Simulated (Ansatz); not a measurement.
Start from LaAlO$_{3}$ (space group R-3c, No. 167; a = 5.3534 Å, c = 13.0483 Å (hexagonal axes)). Axes: x lies along a and z along c of the hexagonal cell.

All numbers come from PBEsol (Ansatz, a quantum-chemistry and plane-wave program), no spin-orbit coupling.

Strains are applied to the cell and any free atomic positions relax.

One change was made to it. Results:

```csv
quantity,base,after
energy relative to the base (free energy F),0 meV/atom,+6.8 meV/atom
band gap,3.94 eV,3.98 eV
```

### Question
What was done to the base?
A. isotropic strain −3.97 %
B. isotropic strain +1.09 %
C. uniaxial strain ε_xx = +2.33 %

### Answer
B, isotropic strain +1.09 %. For comparison, the band gap in the other runs: uniaxial strain ε_xx = +2.33 % gives 3.71 eV; isotropic strain −3.97 % gives 3.59 eV.

Whether these cells are dynamically stable was not tested.
